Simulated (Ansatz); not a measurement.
# 1T-CrO2 monolayer in a perpendicular field, part 2 of 2

Wanted: the out-of-plane response of the 1T-CrO2 monolayer. A positive field points along +c.

Ansatz 0.2.0; plane-wave DFT, PBE-D3(BJ), Ansatz PAW (set soft_1); PAW set soft_1.

So far. Step 2 (Relaxation): The lattice constant a goes from 2.784 to 2.882 Å.

### Step 3. Single point, field 0

A sawtooth potential applies the field, turning back in the middle of the vacuum. With the dipole correction the typed value is the field outside the slab. The induced dipole is small, so the SCF threshold is tight.

The cell differs from the one that the last finished run ended in (c 35.241 → 19.905 Å).

Contents of input.yaml:

```yaml
crystal:
  lattice:
    - [2.8824420164, 0.0, 0.0]
    - [-1.4412210082, 2.4962680111, 0.0]
    - [0.0, 0.0, 19.9052284008]
  atoms:
    - { symbol: O, position: [0.6666666667, 0.3333333333, 0.4521425135], spin: -0.05 }
    - { symbol: Cr, position: [0.0, 0.0, 0.5], spin: 1.73 }
    - { symbol: O, position: [0.3333333333, 0.6666666667, 0.5478574865], spin: -0.05 }
magnetization:
  spin_polarized: true
kpoints:
  mp_grid: { grid: [18, 18, 1] }
  band_path:
    path: [[0, 0, 0], [0.5, 0, 0], [0.33333333, 0.33333333, 0], [0, 0, 0]]
    npoints: 16
hamiltonian:
  xc: pbe
  dispersion: d3bj
  pseudopotentials: { kind: paw, azcp: { folder: soft_1 } }
scf:
  occupations: { method: fermi_dirac, width: 0.02585 }
  convergence: { dr2_threshold: 1.0e-10 }
efield:
  axis: 3
  dipole_correction: true
  ramp_position: 0.97
  ramp_width: 0.06
  amplitude: 0
output:
  dos: { projected: true, e_range: [-6, 5] }
  write_potential: true
  write_density: true
  volumetric_format: npy
  elf: true
```

Launch:

```console
ansatz run input.yaml --threads 2 --pin off --max-ram 3072MiB --backend cpu --events-out ev --progress --plain --runs-dir out
```

Numbers of over 12 decimals in the logs are rounded to 6 here.

The program printed:

```text
[...]
Crystal: 3 atoms, lattice volume = 143.225 Å³
Basis set: ecut = 420 eV, 2803 PW (Γ)
Bands: 18, of which v1, the nominal top of the filled ones, is band 13 counted from 1 (12 counted from 0)
Symmetry: 6 space group operations
k-points: 37 of 324 (time reversal used)
[...]
Starting moments: Σ|m| = 1.83 μB on 3 of 3 sites
[...]
SCF iter   1: F=—  HF=-4508.939006 eV  |F-HF|=—  |Δ(HF+E_count)|=         —  Δρ=5.07e-2 (↑3.99e-2 ↓5.07e-2)  dr2=1.11e1  dr2_m=2.28e-1  M=2.000 μB ∫|m|=2.028 μB  β_m=1.00  ethr=3.10e-3  p=0.000 e·Å  D=9.76e-14 V/Å  ΔV_dip=-0.00 eV  dr2_dipole=1.46e-10  V_vac-E_F(+/−)=4.74/4.74 eV  ⟨swp⟩=7.3  Hψ=7653  notcnv=0
[...]
efield: sawtooth ramp at fractional position 0.9700 (set: `efield.ramp_position`, or a place that a band, a saddle search or an elastic batch's reference lends), width 0.0600; the density the first Hamiltonian is built on has a dipole p = 0.000 e·Å; the dipole correction subtracts the counter field D = 9.76e-14 V/Å, which shifts the + side's vacuum level by -0.00 eV against the − side's; the planar-averaged density in the ramp window peaks in size at 1.3e-5 e/Å³
[...]
SCF iter   2: F=—  HF=-4510.910946 eV  |F-HF|=—  |Δ(HF+E_count)|=    1.97e0  Δρ=2.82e-2 (↑2.15e-2 ↓2.82e-2)  dr2=3.90e0  dr2_m=2.24e-2  M=2.000 μB ∫|m|=2.078 μB  β_m=0.48  ethr=3.10e-3  p=0.000 e·Å  D=6.87e-7 V/Å  ΔV_dip=-0.00 eV  dr2_dipole=1.74e-10  V_vac-E_F(+/−)=5.32/5.32 eV  ⟨swp⟩=3.2  Hψ=3648  notcnv=0  defer=32
density mixer auto → msr1: a metal under ldos (density of states about μ 1.41 of a free-electron gas's, 12 screened modes)
SCF iter   3: F=—  HF=-4513.078831 eV  |F-HF|=—  |Δ(HF+E_count)|=    2.17e0  Δρ=9.21e-3 (↑9.21e-3 ↓5.26e-3)  dr2=7.09e-2  dr2_m=4.24e-2  M=2.000 μB ∫|m|=2.215 μB  β_m=0.73  ethr=3.10e-3  p=0.000 e·Å  D=6.23e-6 V/Å  ΔV_dip=-0.00 eV  dr2_dipole=1.04e-10  V_vac-E_F(+/−)=6.52/6.52 eV  ⟨swp⟩=3.8  Hψ=3510  notcnv=0  defer=32
[...]
SCF iter  11: F=-4513.247068 eV  HF=-4513.247068 eV  |F-HF|=7.28e-12  |Δ(HF+E_count)|=  2.64e-11  Δρ=4.72e-8 (↑4.72e-8 ↓2.85e-8)  dr2=4.88e-12  dr2_m=4.08e-13  M=2.000 μB ∫|m|=2.233 μB  ethr=1.00e-12  p=-0.000 e·Å  D=-4.29e-8 V/Å  ΔV_dip=0.00 eV  dr2_dipole=9.37e-15  V_vac-E_F(+/−)=7.00/7.00 eV  ⟨swp⟩=6.9  Hψ=5666  notcnv=0
SCF 1 converged in 11 iterations: F = -4513.247068 eV  dr2 = 4.88e-12
[...]
NSCF: frozen V_eff on 49 k-points
efield: sawtooth ramp at fractional position 0.9700 (kept from the solve that this one continues, or follows in the run), width 0.0600; the density the first Hamiltonian is built on has a dipole p = -0.000 e·Å; the dipole correction subtracts the counter field D = -4.29e-8 V/Å, which shifts the + side's vacuum level by +0.00 eV against the − side's; the planar-averaged density in the ramp window peaks in size at 1.2e-5 e/Å³
SCF converged after 11 iterations
Magnetization: 2.0000 μB (14.0000 up, 12.0000 down)
Absolute magnetization: 2.2335 μB (∫|ρ↑−ρ↓|, with the PAW one-centre terms)
[...]
Per-site moments (μB) at R_I (Å): [(-0.048560, 0.790986), (1.733705, 0.790986), (-0.048560, 0.790986)]
Free energy (F): -4513.247068 eV
[...]
Internal energy: -4513.242579 eV  (E = F + TS)
E sigma→0 (E₀):  -4513.244823 eV
Entropy (-TS):   -0.004489 eV (-1.496 meV/atom)
Fermi energy:    -3.500314 eV
Dipole field:    D = 0.000000 V/Å  (p = 0.000000 e·Å, saw-weighted, corrected)
Work function:   Φ+ = 6.9978 eV   Φ− = 6.9978 eV
Levels:          The Fermi level and band energies are counted from a zero that moves with the ramp; work functions are not
[...]
--- Band table (eV; the first three rows and the last of 74) ---
  k-point 0 ↑: bands = [... 9 lower, -5.6130, -5.1687, -5.1687, -4.8148, -4.8148, -2.7931, 0.1980, 0.1980, ... 1 higher]
  k-point 1 ↑: bands = [... 9 lower, -5.6161, -5.4621, -5.4378, -4.5870, -4.5572, -2.7929, 0.0915, 0.1737, ... 1 higher]
  k-point 2 ↑: bands = [... 9 lower, -6.1632, -5.8131, -5.3484, -4.3507, -4.2196, -2.8046, -0.1822, 0.1098, ... 1 higher]
  k-point 36 ↓: bands = [... 9 lower, -6.6333, -6.6333, -6.4631, -2.2092, -1.2384, -1.2384, 0.4754, 0.4754, ... 1 higher]
```

It took 23 s on 2 threads of Arm Neoverse V2, shared host; peak memory 0.48 GiB.

The column dr2 measures how far the density is from self-consistency, as an energy; F and HF (Harris–Foulkes) agree once it is small.

Numbers from this step:

```
energy at zero smearing   : -4513.2448 eV
site moments              : -0.04856, 1.734, -0.04856 μB
work function, upper face : 6.998 eV
dipole along the normal   : 8.78e-8 e·Å
```

Running mean over a fixed 2.5 Å (it still follows the layers) of the planar mean; the ramp of the sawtooth is left out. The electron's electrostatic potential energy less the Fermi level by z:

```
z (Å)  electron's electrostatic potential energy less the Fermi level (eV)
  3.0                                                                 7.00
  3.5                                                                 7.00
  4.0                                                                 7.00
  4.5                                                                 7.00
  5.0                                                                 7.00
  5.5                                                                 7.00
  6.0                                                                 6.99
  6.5                                                                 6.97
  7.0                                                                 6.80
  7.5                                                                 5.63
  8.0                                                                 2.76
  8.5                                                                -1.03
  9.0                                                                -4.82
  9.5                                                                -8.38
 10.0                                                                -9.80
 10.5                                                                -7.79
 11.0                                                                -4.11
 11.5                                                               -0.314
 12.0                                                                 3.41
 12.5                                                                 5.99
 13.0                                                                 6.86
 13.5                                                                 6.98
 14.0                                                                 6.99
 14.5                                                                 7.00
 15.0                                                                 7.00
 15.5                                                                 7.00
 16.0                                                                 7.00
 16.5                                                                 7.00
 17.0                                                                 7.00
```

The density of states has structure finer than the step of the table below, so its rows give means over 0.25 eV, whole bins alone (the curve runs from -6 to 1.99 eV). Peaks (eV: height): total -5.920: 5.16, -5.530: 5.23, -5.370: 5.06, -3.850: 4.76, -3.570: 6.40, -1.620: 4.65, -0.510: 4.94; up -5.920: 4.52, -5.310: 2.54, -3.850: 4.33, -0.730: 2.72, -0.510: 4.94, -0.320: 2.64, 0.260: 3.54; down -5.530: 3.69, -5.370: 3.21, -3.570: 4.95, -3.160: 3.00, -1.620: 3.38, 1.360: 4.57, 1.440: 3.65.

Density of states against energy, zero at the Fermi level; means over each step; values in states/eV a cell:

```
energy (eV)   total      up    down
      -5.75    2.45    1.54   0.910
      -5.50    3.46    1.54    1.92
      -5.25    3.71    1.85    1.85
      -5.00    3.40    1.13    2.28
      -4.75    2.28    1.04    1.24
      -4.50    2.43    1.07    1.36
      -4.25    1.86   0.782    1.08
      -4.00    1.57    1.32   0.251
      -3.75    3.24    1.99    1.25
      -3.50    4.00    1.56    2.44
      -3.25    3.02    1.16    1.86
      -3.00    1.73   0.622    1.11
      -2.75    1.21   0.531   0.679
      -2.50    1.57   0.717   0.856
      -2.25    2.35    1.09    1.26
      -2.00    1.61   0.734   0.879
      -1.75    2.22   0.928    1.29
      -1.50    1.22   0.780   0.443
      -1.25  0.0460  0.0460       0
      -1.00   0.481   0.481       0
      -0.75    1.58    1.58       0
      -0.50    3.05    3.05       0
      -0.25    1.92    1.92       0
       0.00    1.64    1.64       0
       0.25    1.97    1.97       0
       0.50   0.601   0.601       0
       0.75   0.532   0.532       0
       1.00  0.0552       0  0.0552
       1.25    1.56       0    1.56
       1.50    2.52       0    2.52
       1.75   0.888       0   0.888
```

Projected DOS per atom over height of the atomic layer and energy from the Fermi level. Layers: O Cr O from below.

Values in states/eV, 22 rows by 3 columns, each cell a mean:
```
0.07 1.10 0.07
0.16 2.18 0.16
0.01 0.29 0.01
0.09 0.24 0.09
0.27 0.82 0.27
0.28 1.08 0.28
0.28 1.95 0.28
0.18 1.47 0.18
0.02 0.25 0.02
0.41 0.03 0.41
0.99 0.08 0.99
0.95 0.14 0.95
0.67 0.19 0.67
0.60 0.24 0.60
1.19 0.58 1.19
1.44 0.84 1.44
0.68 0.54 0.68
0.86 0.49 0.86
0.92 0.56 0.92
1.18 1.03 1.18
1.22 1.19 1.22
0.85 0.93 0.85
```
Columns: height of the atomic layer (Å) from 9 to 10.9; rows upwards: energy from the Fermi level (eV) from -5.96 to 1.96.

Projected DOS per atom, spin up over height of the atomic layer and energy from the Fermi level. Layers: O Cr O from below.

Ten even steps from '_' (0.00 states/eV) to '@' (1.95 states/eV), each cell a mean:
```
______
______
______
__..__
..==..
..++..
..@@..
__##__
__..__
..__..
::__::
::__::
..__..
..__..
::..::
--::--
::::::
..__..
::..::
::::::
::--::
::--::
```
Columns: height of the atomic layer (Å) from 9 to 10.9; rows upwards: energy from the Fermi level (eV) from -5.96 to 1.96.

Projected DOS per atom, spin down over height of the atomic layer and energy from the Fermi level. Layers: O Cr O from below.

Ten even steps from '0' (0.00 states/eV) to '9' (2.18 states/eV), each cell a mean:
```
050
090
010
000
000
000
000
000
000
000
202
202
101
101
313
313
000
212
212
323
323
101
```
Columns: height of the atomic layer (Å) from 9 to 10.9; rows upwards: energy from the Fermi level (eV) from -5.96 to 1.96.

Deep bands are left out, so band numbers here count from the lowest band kept and differ from the log's. The electronic bands at the labelled points (eV, zero at the Fermi level; # counts the bands kept):

```
  point  up #6  up #7  up #8  up #9  down #5  down #6  down #7  down #8
      Γ  -1.67  -1.31  -1.31   0.71    -1.74    -1.74     1.07     1.07
halfway  -1.59  -0.51  -0.24   0.46    -2.65    -1.61     1.43     1.91
      M  -2.30  -0.75  -0.58  -0.07    -3.01    -2.35     1.24     1.97
halfway  -2.53  -0.83  -0.29   0.17    -3.19    -2.48     1.35     2.05
      K  -2.99  -1.04   0.15   0.15    -3.13    -2.96     1.29     2.26
halfway  -1.57  -0.57   0.09   0.26    -3.18    -1.61     1.72     1.90
      Γ  -1.67  -1.31  -1.31   0.71    -1.74    -1.74     1.07     1.07
```

Spin density in the ca plane at fractional y = 0.000, with atoms of Cr within 0.2 Å of it.

Ten even steps from '0' (0.0 e/Å³) to '9' (2.6 e/Å³), each cell a mean:
```
00000000000000000000002762000000000000000000
00000000000000000000000210000000000000000000
00000000000000000000000000000000000000000000
00000000000000000000000000000000000000000000
00000000000000000000000000000000000000000000
00000000000000000000000000000000000000000000
00000000000000000000001431000000000000000000
00000000000000000000004993000000000000000000
```
Columns run along c (16.0 Å, from fractional 0.07 to 0.88 of the cell), rows up along a (2.9 Å). Atoms in or near the plane, at fractional coordinates: Cr at (0.50, 0.00).

Valence density in the ca plane at fractional y = 0.000, with atoms of Cr within 0.2 Å of it. It is the smooth field of the valence electrons, not physical close to the nuclei.

Values in e/Å³, 5 rows by 16 columns, each cell a mean:
```
 0  0  0  0  0  0  0  0  7  2  0  0  0  0  0  0
 0  0  0  0  0  0  0  0  1  0  0  0  0  0  0  0
 0  0  0  0  0  0  0  0  0  1  0  0  0  0  0  0
 0  0  0  0  0  0  0  0  1  1  0  0  0  0  0  0
 0  0  0  0  0  0  0  0 11  2  0  0  0  0  0  0
```
Columns run along c (16.0 Å, from fractional 0.07 to 0.88 of the cell), rows up along a (2.9 Å). Atoms in or near the plane, at fractional coordinates: Cr at (0.50, 0.00).

ELF in the ca plane at fractional y = 0.000, with atoms of Cr within 0.2 Å of it. It is the smooth field of the valence electrons, not physical close to the nuclei.

Ten even steps from '0' (0.00) to '9' (0.87), each cell a mean:
```
00000000000000000000026985100000000000000000
00000000000000000001212442221000000000000000
00000000000000000024652113564100000000000000
00000000000000000136775125775310000000000000
00000000000000000125764114775200000000000000
00000000000000000012432222342100000000000000
00000000000000000000114773110000000000000000
00000000000000000000027996200000000000000000
```
Columns run along c (16.0 Å, from fractional 0.07 to 0.88 of the cell), rows up along a (2.9 Å). Atoms in or near the plane, at fractional coordinates: Cr at (0.50, 0.00).

The work function of the upper face is 7.00 eV.

### Step 4. Single point, field 0.1 V/Å

Changes to input.yaml since step 3:

```diff
@@ -26,7 +26,6 @@
   dipole_correction: true
-  ramp_position: 0.97
-  ramp_width: 0.06
-  amplitude: 0
+  ramp_position: 0.9176
+  ramp_width: 0.1648
+  amplitude: 0.1
 output:
-  dos: { projected: true, e_range: [-6, 5] }
   write_potential: true
@@ -34,2 +33 @@
   volumetric_format: npy
-  elf: true
```

The program printed:

```text
[...]
Crystal: 3 atoms, lattice volume = 143.225 Å³
Basis set: ecut = 420 eV, 2803 PW (Γ)
Bands: 18, of which v1, the nominal top of the filled ones, is band 13 counted from 1 (12 counted from 0)
Symmetry: 6 space group operations
k-points: 37 of 324 (time reversal used)
[...]
Starting moments: Σ|m| = 1.83 μB on 3 of 3 sites
[...]
k-point 1 ↑: bands = [... 9 lower, -5.6163, -5.4623, -5.4380, -4.5872, -4.5574, -2.7931, 0.0913, 0.1735, ... 1 higher]
  k-point 2 ↑: bands = [... 9 lower, -6.1634, -5.8134, -5.3486, -4.3509, -4.2198, -2.8048, -0.1824, 0.1096, ... 1 higher]
  k-point 36 ↓: bands = [... 9 lower, -6.6412, -6.6259, -6.4633, -2.2094, -1.2396, -1.2377, 0.4739, 0.4765, ... 1 higher]
[key lines of the parts left out:]
SCF converged after 12 iterations
Magnetization: 2.0000 μB (14.0000 up, 12.0000 down)
Free energy (F): -4513.247675 eV
Fermi energy:    -3.500527 eV
Dipole field:    D = 0.015339 V/Å  (p = 0.012141 e·Å, saw-weighted, corrected)
```

Run time: 20 s. Hardware: 2 threads; peak memory 0.48 GiB; 39 s of CPU time.

The dipole is 0.0121 e·Å.

### Step 5. Single point, field -0.1 V/Å

Changes to input.yaml since step 4:

```diff
@@ -28,3 +28,3 @@
   ramp_width: 0.1648
-  amplitude: 0.1
+  amplitude: -0.1
 output:
```

The program printed:

```text
[...]
Crystal: 3 atoms, lattice volume = 143.225 Å³
Basis set: ecut = 420 eV, 2803 PW (Γ)
Bands: 18, of which v1, the nominal top of the filled ones, is band 13 counted from 1 (12 counted from 0)
Symmetry: 6 space group operations
k-points: 37 of 324 (time reversal used)
[...]
Starting moments: Σ|m| = 1.83 μB on 3 of 3 sites
[...]
k-point 1 ↑: bands = [... 9 lower, -5.6163, -5.4623, -5.4380, -4.5872, -4.5574, -2.7931, 0.0913, 0.1735, ... 1 higher]
  k-point 2 ↑: bands = [... 9 lower, -6.1634, -5.8134, -5.3486, -4.3509, -4.2198, -2.8048, -0.1824, 0.1096, ... 1 higher]
  k-point 36 ↓: bands = [... 9 lower, -6.6412, -6.6259, -6.4633, -2.2094, -1.2396, -1.2377, 0.4739, 0.4765, ... 1 higher]
[key lines of the parts left out:]
SCF converged after 12 iterations
Magnetization: 2.0000 μB (14.0000 up, 12.0000 down)
Free energy (F): -4513.247675 eV
Fermi energy:    -3.500527 eV
Dipole field:    D = -0.015339 V/Å  (p = -0.012141 e·Å, saw-weighted, corrected)
```

The job ended after 20 s (2 threads; peak memory 0.48 GiB; 40 s of CPU time).

The dipole is -0.0121 e·Å.

### Step 6. Response, atoms held

This step: plane-wave DFT, PBE-D3(BJ), Ansatz PAW (set soft_1); response to a field along the normal, atoms held; PAW set soft_1 (Ansatz 0.2.0).

The dipoles give the slope, and the difference of two potentials shows where the field is screened.

Numbers from this step:

* equivalent conductor thickness p/(ε₀AE): 3.053 Å
* distance between the outer atoms: 1.905 Å

Dipole of the cell against applied field:

```
applied field (V/Å)  dipole of the cell (e·Å)
            -0.1000                   -0.0121
             0.0000                    8.8e-8
             0.1000                    0.0121
```

The total moment stays at 2 μB for applied field from -0.1 to 0.1 V/Å.

Local field over the applied field, running mean. From the potentials at -0.1 and 0.1 V/Å; running mean over 2.5 Å. Local field over applied field against z:

```
z (Å)  local field over applied field
  4.5                           1.000
  5.0                           1.000
  5.5                           0.998
  6.0                           0.993
  6.5                           0.977
  7.0                           0.926
  7.5                           0.812
  8.0                           0.652
  8.5                           0.473
  9.0                           0.300
  9.5                           0.170
 10.0                           0.129
 10.5                           0.188
 11.0                           0.331
 11.5                           0.507
 12.0                           0.684
 12.5                           0.838
 13.0                           0.940
 13.5                           0.981
 14.0                           0.995
 14.5                           0.999
 15.0                           1.000
 15.5                           1.000
```

Electrons, planar mean, per unit field. The induced electron density by z:

z (Å), induced electron density (e/Å³ per V/Å) and a bar from the least value:
```
     4.13    0.00000 ###############
     4.57    0.00000 ###############
     4.87    0.00000 ###############
     5.31    0.00000 ###############
     5.75    0.00001 ###############
     6.19    0.00004 ###############
     6.49    0.00008 ###############
     6.93    0.00026 ################
     7.37    0.00077 ##################
     7.81    0.00200 #######################
     8.11    0.00332 ############################
     8.55    0.00395 ##############################
     8.99    0.00098 ###################
     9.29    0.00178 ######################
     9.73    0.00007 ###############
    10.17   -0.00007 ###############
    10.62   -0.00178 ########
    10.91   -0.00098 ###########
    11.35   -0.00395 
    11.80   -0.00332 ##
    12.09   -0.00200 #######
    12.53   -0.00077 ############
    12.98   -0.00026 ##############
    13.42   -0.00008 ###############
    13.71   -0.00004 ###############
    14.15   -0.00001 ###############
    14.60    0.00000 ###############
    15.04    0.00000 ###############
    15.33    0.00000 ###############
    15.78    0.00000 ###############
```

By hand: between -0.1 and 0.1 V/Å the dipole changes by 0.02428 e·Å, a slope of 0.1214 e·Å²/V. A perfect conductor of thickness t has p = ε₀AEt, so t = 180.95 × 0.1214 / 7.195 = 3.05 Å (e/ε₀ = 180.95 V·Å, A in Å²).

The induced dipole is that of a conductor 3.05 Å thick.

### Step 7. Results

| Item | Value |
| --- | --- |
| gap without field | none |
| work function, upper face | 7.00 eV |
| equivalent conductor thickness, atoms held | 3.05 Å |

**Reading.** The induced dipole equals that of a perfect conductor 3.05 Å thick, while the outer atoms lie 1.91 Å apart. There is no gap over 0.03 eV, with or without the field. For an open d or f shell that can be the fault of a semilocal functional without a Hubbard term. The magnetic order is the one reached from the typed start; other orders were not compared.

[Logs are printed without paths, hosts, clocks, repeated set-up lines and the standing remarks that a program may print on its own settings, such as how far it seeks lower states.]

[Hosts, paths, dates, database ids (printed as entryN), source tags and the programs' standing remarks are cut or masked in the printed files.]

[Maps of the electrostatic potential energy from Ansatz leave out the sawtooth potential of an applied field or a dipole correction, so their vacuum need not be flat; planar profiles and work functions include it.]
